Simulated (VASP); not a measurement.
# InP: an input that fails (relaxed cell and band gap)

InP, F-43m (no. 216), 2 atoms in the cell.

INCAR:
```
  ALGO = Normal
  EDIFF = 1E-7
  EDIFFG = -0.005
  ENCUT = 600
  GGA_COMPAT = F
  IBRION = 2
  ISIF = 3
  ISMEAR = 0
  KPAR = 2
  LASPH = T
  LCHARG = F
  LREAL = F
  LWAVE = F
  METAGGA = MBJ
  NELM = 80
  NSW = 20
  PREC = Accurate
  SIGMA = 0.02
```

KPOINTS:
```
k-points
0
Gamma
  6 6 6
```

POSCAR:
```
InP
1.0
    0.0000000000      2.9305000000      2.9305000000
    2.9305000000      0.0000000000      2.9305000000
    2.9305000000      2.9305000000      0.0000000000
In P
1 1
Direct
    0.0000000000      0.0000000000      0.0000000000
    0.7500000000      0.7500000000      0.7500000000
```

Commands:
```
cat potpaw_PBE.64/In_d/POTCAR potpaw_PBE.64/P/POTCAR > POTCAR
mpirun -np 2 vasp_std > vasp.out
```

VASP stops with:
```
Orbital orthonormalization failed in the inversion of matrix LAPACK: Routine ZPOTRF failed! kpoint: 1 spin: 1 Possible solutions for this issue are: - Please check whether the atoms are too close to each other. - Decreasing POTIM might help during relaxations or MDs. - Deleting CHGCAR or WAVECAR if incompatible with the structure. - Try calculating without symmetrizing (ISYM = 0 or ISYM = -1). ---
```

Cause: potential-only functional used to relax a cell.
